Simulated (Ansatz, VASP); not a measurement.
## Mg in VASP and in Ansatz

```
CELL_PARAMETERS angstrom
3.14601 0.00000 0.00000
-1.57300 2.72452 0.00000
0.00000 0.00000 10.10897
ATOMIC_POSITIONS crystal
Mg 0.00000 0.00000 0.00000
Mg 0.33333 0.66667 0.25000
Mg 0.00000 0.00000 0.50000
Mg 0.66667 0.33333 0.75000
```

Alike in both runs: functional LDA; k mesh 15 × 15 × 4; occupations gaussian, width 0.1 eV; no spin polarisation.

Ansatz relaxed the structure, and its values are those at the end. VASP's run is a single point on that final structure, the one shown.

|  | VASP | Ansatz |
| --- | --- | --- |
| version | VASP 6.6.1 | Ansatz 0.2.0 |
| potentials or method | VASP PAW LDA potentials, release 64 (Mg) | scalar-relativistic, plane waves, PAW |
| plane-wave cutoff (eV) | 520 | 420 |
| valence electrons in the cell | 8 | 40 |

|  | VASP | Ansatz | Ansatz less VASP |
| --- | --- | --- | --- |
| gap on the k mesh at the Fermi level (eV) | none | none | - |
| pressure (GPa) | -0.3 | 0.0 | +0.33 |

A gap of «none» marks a metal or a gap that the smearing closes. The two sets of potentials don't hold the same shells in valence.
